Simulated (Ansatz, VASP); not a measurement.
**Fitting the PBEsol energy curve of KMgF3**

```cif
data_structure
_symmetry_space_group_name_H-M 'Pm-3m'
_symmetry_Int_Tables_number 221
_cell_length_a 3.9859
_cell_length_b 3.9859
_cell_length_c 3.9859
_cell_angle_alpha 90.000
_cell_angle_beta 90.000
_cell_angle_gamma 90.000
_cell_volume 63.33
loop_
_atom_site_label
_atom_site_type_symbol
_atom_site_symmetry_multiplicity
_atom_site_Wyckoff_symbol
_atom_site_fract_x
_atom_site_fract_y
_atom_site_fract_z
_atom_site_occupancy
K1 K 1 b 0.50000 0.50000 0.50000 1
Mg1 Mg 1 a 0.00000 0.00000 0.00000 1
F1 F 3 d 0.00000 0.00000 0.50000 1
```

The cell was scaled at fixed shape and fractions and run with Ansatz, Ansatz PAW, cutoff 420 eV; PBEsol, k mesh 7 × 7 × 7 on the cell of 5 atoms, fermi-dirac occupations of 0.05 eV, no spin polarisation, no spin-orbit coupling. The potentials were made for PBE. Energies are those that the program minimises, any entropy of the smearing included.

```csv
V (Å³/atom),energy over the lowest row (meV/atom)
11.9052,13.152
12.1585,?
12.4118,1.652
12.6651,0.000
12.9184,0.596
13.1717,3.327
13.4250,7.950
```

Question: Fit the third-order Birch-Murnaghan form, give V0, B0 and B′, and predict the energy left open.

Answer: With y = (V0/V)^(2/3), E = E0 + (9 V0 B0/16) [(y - 1)³ B′ + (y - 1)² (6 - 4y)]. Least squares through the rows shown give V0 = 12.7190 Å³/atom, E0 = -0.080 meV, B0 = 72.31 GPa (1 eV/Å³ = 160.218 GPa) and B′ = 4.39, with a largest miss of 0.028 meV. At V = 12.1585 the form with these constants gives 5.964 meV; the run gave 5.964 meV an atom. Other set-ups at this level, from all their volumes (Å³/atom, GPa): Ansatz, all-electron LAPW, scalar-relativistic: V0 12.715, B0 72.09; VASP, PBE PAW files F, K_sv, Mg, 520 eV (made for PBE): V0 12.710, B0 73.26.
